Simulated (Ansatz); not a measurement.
A run of Ansatz 0.2.0:

The input input:

```
crystal:
  lattice:
    - [0.0, 3.611146, 3.611146]
    - [3.611146, 0.0, 3.611146]
    - [3.611146, 3.611146, 0.0]
  atoms:
    - { symbol: Te, position: [0.25, 0.25, 0.25] }
    - { symbol: Sn, position: [0.0, 0.0, 0.0] }
hamiltonian:
  xc: { exchange: pbesol, correlation: pbesol, exx: { coeff: 0.25 } }
  pseudopotentials: { kind: paw }
kpoints:
  mp_grid: { grid: [4, 4, 4] }
scf:
  occupations: { method: fermi_dirac, width: 0.05 }
output:
  forces: true
  stress: true
  eigenvalues: true
  write_density: true
  write_potential: true
  elf: true
  volumetric_format: npy
relax:
  f_tol: 0.01
  max_steps: 40
  cell: { stress_tol: 0.05 }
```

Hardware: 1 × NVIDIA H100 80GB HBM3 with 2 threads of AMD EPYC 7R13 Processor (Zen 3) (shared host).

Task: Estimate the wall time of this run.

Result: Wall time 73 s on 1 × NVIDIA H100 80GB HBM3 with 2 threads of AMD EPYC 7R13 Processor (Zen 3), with other jobs on the host, peak memory 2.1 GiB. Counts: scf iterations 56, plane waves 1759, k points 8, bands 19, ion steps 3.
